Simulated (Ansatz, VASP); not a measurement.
**Si13C14 (C_Si) in two plane-wave programs**

Wanted: the spread between two codes on one cell, functional and k mesh. The cell is taken from a series of runs on this material, whose earlier steps may have relaxed, scaled, displaced or heated it; both programs get it as it stands.

Main program and level: Ansatz 0.2.0; plane waves, with VASP 6.6.1 beside it; single point at PBEsol.

## 1. The starting structure

The cell holds 54 atoms: 26 Si and 28 C. Its edges and angles: a = 9.242 Å, b = 9.242 Å, c = 9.242 Å, α = 60.0°, β = 60.0°, γ = 60.0°. It derives from SiC (SiC (F-43m)). Nearest the centre at fractional (0.333, 0.667, 0.667): C44 at 0.01 Å, C43 at 1.70 Å, C45 at 1.70 Å, C35 at 1.70 Å, C41 at 1.71 Å, Si11 at 3.04 Å, Si25 at 3.04 Å, Si17 at 3.04 Å.

As a file:

```xyz
54
Lattice="0.0000 6.5348 6.5348 6.5348 0.0000 6.5348 6.5348 6.5348 0.0000" Properties=species:S:1:pos:R:3 pbc="T T T"
Si    6.5364    6.5388   13.0651
Si    8.7142    8.7166   13.0651
Si   10.8681    4.3850    6.5445
Si    2.1793    6.5388    8.7080
Si    4.3584    8.7179    8.7093
Si    6.5353   10.8947    8.7093
Si   10.8681    6.5530    4.3764
Si    6.5353    8.7179   10.8861
Si    8.7001    4.3849    4.3763
Si    6.5359    2.1824    8.7087
Si    8.7284    4.3850    8.6841
Si   10.8680    6.5247    8.6841
Si    8.7284    8.6927    4.3764
Si    4.3584    4.3599    4.3513
Si    6.5603    6.5248    4.3763
Si   10.8680    8.6926    6.5161
Si    6.5603    4.3849    6.5162
Si    6.5358    4.3605   10.8867
Si    8.7142    6.5388   10.8873
Si   10.8926    8.7173   10.8867
Si    2.1794    4.3610    6.5302
Si    4.3571    6.5388    6.5302
Si    6.5603    8.6927    6.5445
Si    4.3578    4.3605    8.7087
Si    6.5603    6.5530    8.6841
Si    8.7001    8.6926    8.6841
C     1.0904    1.0933    1.0848
C     3.2700    3.2685    1.0861
C     5.4500    5.4486    1.0861
C     3.2700    1.0947    3.2599
C     5.4470    3.2717    3.2631
C     7.6240    5.4486    3.2601
C     5.4500    1.0947    5.4400
C     7.6240    3.2686    5.4400
C     9.6970    5.5567    5.5481
C     1.0906    3.2716    3.2630
C     3.2700    5.4486    3.2661
C     5.4471    7.6281    3.2631
C     3.2700    3.2747    5.4400
C     5.4440    5.4486    5.4400
C     7.7320    7.5216    5.5481
C     5.4471    3.2717    7.6195
C     7.7320    5.5567    7.5130
C     8.7141    6.5388    6.5302
C     9.6967    7.5214    7.5128
C     1.0905    5.4499    5.4413
C     3.2687    7.6282    5.4413
C     5.4470    9.8065    5.4414
C     3.2687    5.4499    7.6196
C     5.4439    7.6295    7.6209
C     7.6240    9.8095    7.6209
C     5.4470    5.4500    9.7979
C     7.6240    7.6295    9.8009
C     9.8035    9.8065    9.7980
```

## 2. Ansatz: single point, PBEsol, pair 1

Ansatz runs on its default PAW (the set named soft_2) files.

With cell and atoms fixed, the geometry can't cause a difference; cores, projectors, grids and the points listed under the comparison can.

Input file input.yaml:

```yaml
crystal:
  checkpoint: "../q0.relax.run"
  host: checkpoint
basis:
  ecutwfc: 420
  xc_grid: 2
hamiltonian:
  xc: pbesol
kpoints:
  mp_grid: { grid: [2, 2, 2], shift: [0.5, 0.5, 0.5] }
scf:
  occupations: { method: fermi_dirac, width: 0.01 }
  max_iter: 60
output:
  forces: true
  eigenvalues: true
  charged_corrections:
    epsilon: 7.01
    static_epsilon: 10.34
    defect_position: [0.333333, 0.666667, 0.666667]
  eigenstates: { localisation: true }
  populations: true
  band_densities: [{ bands: [v1, v1] }, { bands: [c1, c1] }]
  write_density: true
  write_potential: true
  volumetric_format: npy
checkpoint:
  write: "../q0.pbesol.run"
  compress: false
  write_wavefunctions: false
  write_every: 100000
```

Started as:

```bash
$ ansatz run input.yaml --threads 4 --pin off --max-ram 7536MiB --backend cpu --events-out ev --progress --plain --runs-dir out
```

Numbers of over 12 decimals in the logs are rounded to 6 here.

The program printed:

```text
Warning: at least one further symmetry operation maps every atom of the structure, as the run holds it, onto an atom to within 2.05e-5 (fractional), and is not used: no operation is sought that the atoms, as the run holds them, miss by more than 2.00e-5, twice crystal.symmetry.tolerance (1.0e-5). The run uses 1 unitary operations. The run imposes no operation that its atoms and lattice do not hold. Figures that only  [...]
crystal.checkpoint: the structure is that of <dir>, a `relax` run, at its step 5: its result, under r2scan at a charge of 0 e; 54 atoms read, 0 with a starting moment; this deck's functional is pbesol; no density is read with it (checkpoint.read); crystal.structure_sha256 for this input is
Engine: ansatz 0.2.0, aarch64-unknown-linux-gnu
Pseudopotentials: kind: paw
Pseudopotential: Si, paw, valence charge 4, recommended cutoff 420 eV (normal), Si.paw.azcp
Pseudopotential: C, paw, valence charge 4, recommended cutoff 420 eV (normal), C.paw.azcp
Functional definition: PBEsol
  exchange = pbesol_x
  correlation = pbesol_c
Crystal: 54 atoms, lattice volume = 558.130 Å³
Basis set: ecut = 420 eV, 10969 PW (Γ), exchange–correlation on 128×128×128 points (8 copies of the dense FFT grid, shifted against one another)
Bands: 162, of which v1, the nominal top of the filled ones, is band 108 counted from 1 (107 counted from 0)
Symmetry: 1 space group operations
Space group: P1 (ITA 1), of the structure as read, at distance tolerance 8.2e-5 Å
k-points: 4 of 8 (time reversal used)
Non-local potential: Si, projectors of the file, l = 0: 2, l = 1: 2, l = 2: 2
Non-local potential: C, projectors of the file, l = 0: 2, l = 1: 2, l = 2: 1
PAW form: soft (Blöchl's): semilocal exchange-correlation on the pseudo side does not see the compensation charge
PAW frozen core: Si, regenerated for the run's functional, and the local potential with it (the file was generated under x = pbe(κ = 0.804, μ = 0.219515), c = pbe(β = 0.066725))
PAW frozen core: C, regenerated for the run's functional, and the local potential with it (the file was generated under x = pbe(κ = 0.804, μ = 0.219515), c = pbe(β = 0.066725))
PAW one-centre angular grid: Si, 110 points (default); XC on 64 Gauss nodes
PAW one-centre angular grid: C, 110 points (default); XC on 64 Gauss nodes
Initial density: superposition of atomic densities (neutral atoms: chi_scale 0, normalization atom), corrected by the library's trained network
Initial wavefunctions: pseudopotential atomic-orbital guess
Functional: x = pbesol(κ = 0.804, μ = 0.123457), c = pbesol(β = 0.046)
SCF iter   1: F=—  HF=-23076.689884 eV  |F-HF|=—  |Δ(HF+E_count)|=         —  Δρ=8.29e-3  dr2=4.88e-1  ethr=1.77e-3  ⟨swp⟩=6.0  Hψ=2980  notcnv=0  defer=76
preconditioner: auto → Resta (q_TF=auto, 2.329 Å⁻¹)  ε∞=4.9  [insulator: Δε(μ)=1.714 eV  Ē_g=11.765 eV  σ=0.010 eV  W_gap=1.00  n_scr=112 (ndim 8)  ℏωp=23.1 eV  f_vac=0.000  D(μ)=0.00/eV (n_scr^D=0)  ε∞_Penn≈4.9]
SCF iter   2: F=—  HF=-23076.553261 eV  |F-HF|=—  |Δ(HF+E_count)|=   1.37e-1  Δρ=2.38e-3  dr2=3.96e-2  ethr=2.26e-4  ⟨swp⟩=2.8  Hψ=1116  notcnv=0  defer=189
SCF iter   3: F=—  HF=-23076.544100 eV  |F-HF|=—  |Δ(HF+E_count)|=   9.16e-3  Δρ=8.15e-4  dr2=3.40e-3  ethr=1.83e-5  ⟨swp⟩=2.0  Hψ=806  notcnv=0  defer=191
SCF iter   4: F=—  HF=-23076.543983 eV  |F-HF|=—  |Δ(HF+E_count)|=   1.17e-4  Δρ=2.48e-4  dr2=3.95e-4  ethr=1.58e-6  ⟨swp⟩=2.0  Hψ=888  notcnv=0  defer=191
SCF iter   5: F=—  HF=-23076.543907 eV  |F-HF|=—  |Δ(HF+E_count)|=   7.53e-5  Δρ=5.59e-5  dr2=9.21e-6  ethr=1.83e-7  ⟨swp⟩=2.0  Hψ=889  notcnv=0  defer=191
SCF iter   6: F=—  HF=-23076.544155 eV  |F-HF|=—  |Δ(HF+E_count)|=   2.48e-4  Δρ=7.81e-6  dr2=4.04e-7  ethr=4.27e-9  ⟨swp⟩=2.0  Hψ=837  notcnv=0  defer=191
SCF iter   7: F=-23076.544155 eV  HF=-23076.544155 eV  |F-HF|=2.68e-8  |Δ(HF+E_count)|=   1.16e-7  Δρ=2.30e-6  dr2=4.09e-8  ethr=4.63e-11  ⟨swp⟩=16.8  Hψ=5389  notcnv=0
SCF 1 converged in 7 iterations: F = -23076.544155 eV  dr2 = 4.09e-8
  greatest PAW one-centre occupation: 0.644 electrons in one spin orbital (limit 2), on the C atom at site 21 (counted from 0), in its partial waves of l = 0
SCF converged after 7 iterations
Free energy (F): -23076.544155 eV
Harris-Foulkes:  -23076.544155 eV  (|F-HF|=2.68e-8)
Internal energy: -23076.544155 eV  (E = F + TS)
E sigma→0 (E₀):  -23076.544155 eV
Fermi energy:    10.142713 eV
[...]
atom  35  C      0.00216624    -0.00087870     0.00005447
  atom  36  C     -0.20976573    -0.20665297    -0.20761625
  atom  37  Si    -0.00157181    -0.00086822    -0.00113177
  atom  38  C      0.00043237     0.00000962     0.00030710
  atom  39  Si    -0.00101094    -0.00026360    -0.00177707
  atom  40  C      0.00031902     0.00003983     0.00058912
  atom  41  Si     0.00049657     0.00080467    -0.00160758
  atom  42  C      0.00048560    -0.00000067     0.04009275
  atom  43  Si    -0.00060439    -0.00139387    -0.00000668
  atom  44  C      0.00049789     0.00055753     0.00042471
  atom  45  Si     0.00161582    -0.00095927    -0.00005325
  atom  46  C     -0.01133624     0.00376756     0.00392921
  atom  47  Si    -0.00263855     0.00140501    -0.07070477
  atom  48  C     -0.00236292     0.01159762     0.00304755
  atom  49  Si     0.00056126    -0.00118114     0.00045949
  atom  50  C      0.00022098     0.04071804     0.00019512
  atom  51  Si    -0.00227093    -0.07018099     0.00163661
  atom  52  C     -0.00298451     0.00277388     0.01193621
  atom  53  Si     0.06985608     0.00260416     0.00116022
  atom  54  C     -0.03919637     0.00041019     0.00100980
  max |Σ_I F_I| component: 9.20e-6 eV/Å
--- Band table (eV) ---
  k-point 0: bands = [... 104 lower, 8.7213, 8.7215, 9.2383, 9.2384, 11.6132, 11.6619, 11.6619, 11.9537, ... 50 higher]
  k-point 1: bands = [... 104 lower, 8.5864, 8.6671, 8.8996, 9.1105, 11.0511, 12.1822, 12.2723, 12.6480, ... 50 higher]
  k-point 2: bands = [... 104 lower, 8.5864, 8.6671, 8.8996, 9.1104, 11.0511, 12.1822, 12.2723, 12.6480, ... 50 higher]
  k-point 3: bands = [... 104 lower, 8.5864, 8.6670, 8.8996, 9.1104, 11.0511, 12.1822, 12.2723, 12.6480, ... 50 higher]
--- Löwdin populations: 54 sites ---
  site symbol       q [e]
     0     Si      2.9612
     1      C      4.9604
     2     Si      2.9612
     3      C      4.9602
     4     Si      2.9904
     5      C      4.9602
     6     Si      2.9612
     7      C      4.9602
     8     Si      2.9605
     9      C      4.9617
    10     Si      2.9606
    11      C      4.9603
    12     Si      2.9904
    13      C      4.9602
    14     Si      2.9606
    15      C      4.9603
    16     Si      2.9904
    17      C      4.6819
    18     Si      2.9711
    19      C      4.9434
    20     Si      2.9904
    21      C      4.9602
    22     Si      2.9905
    23      C      4.9434
[...]
46     Si      2.9904
    47      C      4.9602
    48     Si      2.9711
    49      C      4.9434
    50     Si      2.9904
    51      C      4.9602
    52     Si      2.9906
    53      C      4.9434
  spilling = 0.009259 (of n_electrons = 216.000000)
--- Band densities, each state counted as filled ---
  window                                       electrons  max residual (eV)  cut levels
  bands: [v1, v1]                               2.000000             1.6e-9           1
  bands: [c1, c1]                               2.000000             2.8e-4           0
```

## 3. VASP: single point, PBEsol, pair 1

The same cell, functional, mesh and smearing now go to VASP, with its own data sets.

Lines of VASP's logs that name or quote its potential files are left out, and so is its time.

Input file INCAR:

```
SYSTEM = Si13C14
PREC = Accurate
ENCUT = 520
EDIFF = 1E-06
NELM = 120
ISMEAR = -1
SIGMA = 0.01
LREAL = Auto
ALGO = Normal
GGA = PS
NBANDS = 152
LORBIT = 11
LWAVE = .FALSE.
LCHARG = .FALSE.
ISIF = 2
ISYM = 0
LASPH = .TRUE.
GGA_COMPAT = .FALSE.
EFERMI = MIDGAP
KPAR = 4
```

Input file POSCAR:

```
Si13C14
1.0
    0.0000000000      6.5348422423      6.5348422423
    6.5348422423      0.0000000000      6.5348422423
    6.5348422423      6.5348422423      0.0000000000
Si C
26 28
Direct
    0.9998335427      0.9994631520      0.0007775557
    0.9998323101      0.9994601291      0.3340341069
    0.0046945473      0.9967769204      0.6663192097
    0.9998323101      0.3327197033      0.0007745327
    0.9999292494      0.3328166426      0.3341310462
    0.9999320099      0.3328194031      0.6672431433
    0.0046945472      0.6650048061      0.9980913240
    0.9999320099      0.6659287397      0.3341338067
    0.0046770009      0.6650160325      0.6663304361
    0.3332306246      0.9994204533      0.0007348569
    0.3321174129      0.9967769204      0.3388963440
    0.3321225533      0.9967620879      0.6663243501
    0.3321174129      0.3375819404      0.9980913240
    0.3330413465      0.3328194031      0.3341338067
    0.3321286393      0.3375643941      0.6663304361
    0.3321225533      0.6650099465      0.9980764915
    0.3321286393      0.6650160325      0.3388787977
    0.6665305619      0.9994179551      0.0007323587
    0.6665757588      0.9994631520      0.3340353395
    0.6665330601      0.9994204533      0.6674324214
    0.6665757588      0.3327209359      0.0007775557
    0.6665727359      0.3327197033      0.3340341069
    0.6638895272      0.3375819404      0.6663192097
    0.6665330601      0.6661180178      0.0007348569
    0.6638895272      0.6650048061      0.3388963440
    0.6638746947      0.6650099465      0.6663243501
    0.0832209580      0.0827749331      0.0840893367
    0.0829846173      0.0832125047      0.4171864141
    0.0829917715      0.0832070272      0.7507897211
    0.0829846173      0.4158720105      0.0845269083
    0.0832238531      0.4161112463      0.4174256499
    0.0829924056      0.4158797988      0.7507877326
    0.0829917715      0.7494753175      0.0845214308
    0.0829924056      0.7494733290      0.4171942025
    0.1077103126      0.7412885283      0.7426029319
    0.4165457453      0.0827841629      0.0840985665
    0.4165879243      0.0832070272      0.4171935683
    0.4165485381      0.0827927221      0.7507503349
    0.4165879243      0.4158791647      0.0845214308
    0.4165859358      0.4158797988      0.4171942025
    0.4084011351      0.4405977058      0.7426029319
    0.4165485381      0.7494359313      0.0841071257
    0.4084011351      0.7412885283      0.4419121094
    0.3331993959      0.6660867891      0.6674011927
    0.4083807092      0.7412681024      0.7425825060
    0.7498892986      0.0827766918      0.0840910954
    0.7498875399      0.0827749331      0.4174227548
    0.7498967697      0.0827841629      0.7507475421
    0.7498875399      0.4161083512      0.0840893367
    0.7503251115      0.4158720105      0.4171864141
    0.7503196340      0.4158791647      0.7507897211
    0.7498967697      0.7494331385      0.0840985665
    0.7503196340      0.7494753175      0.4171935683
    0.7499053289      0.7494359313      0.7507503349
```

Input file KPOINTS:

```
Points of the shifted mesh
8
Reciprocal
 0.2500000000  0.2500000000  0.2500000000 1
 0.2500000000  0.2500000000  0.7500000000 1
 0.2500000000  0.7500000000  0.2500000000 1
 0.2500000000  0.7500000000  0.7500000000 1
 0.7500000000  0.2500000000  0.2500000000 1
 0.7500000000  0.2500000000  0.7500000000 1
 0.7500000000  0.7500000000  0.2500000000 1
 0.7500000000  0.7500000000  0.7500000000 1
```

PAW data sets: Si and C (PBE family, release 64).

Started as:

```bash
$ mpirun -np 8 vasp_std
```

The program printed:

```text
[banner, memory and clock lines left out]
running    8 mpi-ranks, on    1 nodes
[...]
|                                                                             |
|           W    W    AA    RRRRR   N    N  II  N    N   GGGG   !!!           |
|           W    W   A  A   R    R  NN   N  II  NN   N  G    G  !!!           |
|           W    W  A    A  R    R  N N  N  II  N N  N  G       !!!           |
|           W WW W  AAAAAA  RRRRR   N  N N  II  N  N N  G  GGG   !            |
|           WW  WW  A    A  R   R   N   NN  II  N   NN  G    G                |
|           W    W  A    A  R    R  N    N  II  N    N   GGGG   !!!           |
|                                                                             |
|     For optimal performance we recommend to set                             |
|       NCORE = 2 up to number-of-cores-per-socket                            |
|     NCORE specifies how many cores store one orbital (NPAR=cpu/NCORE).      |
|     This setting can greatly improve the performance of VASP for DFT.       |
[...]
|                                                                             |
|     You enforced a specific xc type in the INCAR file but a different       |
|     [... a line on the potential file left out ...]
|     I HOPE YOU KNOW WHAT YOU ARE DOING!                                     |
|                                                                             |

 LDA part: xc-table for (Slater+PW92), standard interpolation
 POSCAR, INCAR and KPOINTS ok, starting setup
[...]
entering main loop
       N       E                     dE             d eps       ncg     rms          rms(c)
DAV:   1     0.614042981814E+03    0.61404E+03   -0.98438E+04  2432   0.128E+03
DAV:   2    -0.404041395940E+03   -0.10181E+04   -0.96220E+03  2960   0.231E+02
DAV:   3    -0.474303251446E+03   -0.70262E+02   -0.69553E+02  2992   0.565E+01
DAV:   4    -0.475792702418E+03   -0.14895E+01   -0.14842E+01  3016   0.896E+00
[...]
DAV:  12    -0.429939468110E+03   -0.80082E-04   -0.44248E-04  2816   0.514E-02    0.363E-02
DAV:  13    -0.429939467121E+03    0.98904E-06   -0.51187E-05  2920   0.163E-02    0.738E-03
DAV:  14    -0.429939468017E+03   -0.89639E-06   -0.41110E-06  2696   0.519E-03
   1 F= -.42993947E+03 E0= -.42993947E+03  d E =0.000000E+00
```

OUTCAR, selected parts (step 3):

```text
  Total      -11.8199561    -11.7977119    -11.7991913     -0.4166497     -0.4426092     -0.4382672
  in kB      -33.9305677    -33.8667132    -33.8709600     -1.1960417     -1.2705614     -1.2580972
  external PRESSURE =     -33.8894136 kB  Pullay stress =       0.0000000 kB

 POSITION                                       TOTAL-FORCE (eV/Angst)
 -----------------------------------------------------------------------------------
      6.53642      6.53884     13.06509        -0.001661      0.001533     -0.002864
      8.71417      8.71661     13.06506        -0.001104      0.001731      0.000013
     10.86807      4.38497      6.54446         0.001941     -0.003391     -0.071926
      2.17933      6.53881      8.70802        -0.000100     -0.000844      0.002725
      4.35840      8.71787      8.70928        -0.004110     -0.003686     -0.004597
      6.53525     10.89473      8.70932         0.002548      0.002257     -0.003531
     10.86807      6.55305      4.37638         0.002209     -0.073194     -0.001931
      6.53525      8.71791     10.88614         0.002848     -0.005359      0.004059
      8.70014      4.38493      4.37634         0.069520     -0.003432     -0.003701
      6.53586      2.18241      8.70866        -0.000224      0.000083     -0.000772
      8.72841      4.38497      8.68411        -0.072712     -0.004137      0.002568
     10.86801      6.52469      8.68405         0.002226      0.070904      0.002696
      8.72841      8.69270      4.37638        -0.072761      0.001605     -0.002367
      4.35843      4.35988      4.35129        -0.003631      0.003686      0.002071
[...]
-----------------------------------------------------------------------------------
    total drift:                                0.001412     -0.004687      0.005447

  FREE ENERGIE OF THE ION-ELECTRON SYSTEM (eV)
  ---------------------------------------------------
  free  energy   TOTEN  =      -429.9394680171 eV

  energy  without entropy=     -429.9394680171  energy(sigma->0) =     -429.93946802

[... 1 further part left out ...]
```

The run ends at a pressure of -3.39 GPa, with forces up to 0.36 eV/Å.

## 4. Differences

Known differences besides the potentials themselves: the cutoff is 420 eV in Ansatz and 520 eV in VASP (PREC = Accurate, projectors in real space); Ansatz makes its cores anew for this functional, VASP keeps those of its PBE data sets. Total energies have different zeros and are not compared.

Compared:

```tsv
quantity	Ansatz	VASP	difference
gap on the k mesh (eV)	1.813	1.804	+0.009
```

Forces on 9 of the 54 atoms, those with the largest forces and the largest differences (eV/Å; atoms numbered as in POSCAR):

```tsv
atom	Ansatz x, y, z	VASP x, y, z
Si15	-0.004, 0.070, -0.004	-0.005, 0.074, -0.003
Si17	-0.003, -0.003, 0.070	-0.006, -0.003, 0.073
Si23	-0.003, 0.001, -0.071	-0.004, 0.001, -0.074
C35	-0.206, 0.207, 0.207	-0.200, 0.209, 0.207
C37	0.004, -0.003, 0.012	0.001, 0.002, 0.016
C39	0.002, 0.011, -0.002	0.002, 0.017, -0.003
C41	0.207, -0.204, 0.209	0.212, -0.203, 0.206
C43	0.207, 0.209, -0.205	0.210, 0.208, -0.205
C45	-0.210, -0.207, -0.208	-0.203, -0.207, -0.210
```

The forces differ by 2.1 meV/Å r.m.s., which is 3.4 % of the r.m.s. force of 0.060 eV/Å (both taken over all components). A gap on the mesh is an upper bound, since the band edges may lie between its points.

(Continued in part 2 of 3.)

[Lines on the potential files, build, host, timing and source positions are cut from VASP's logs without a mark.]

[Logs are printed without paths, hosts, clocks, repeated set-up lines and the standing remarks that a program may print on its own settings, such as how far it seeks lower states.]

[Hosts, paths, dates, database ids (printed as entryN), source tags and the programs' standing remarks are cut or masked in the printed files.]
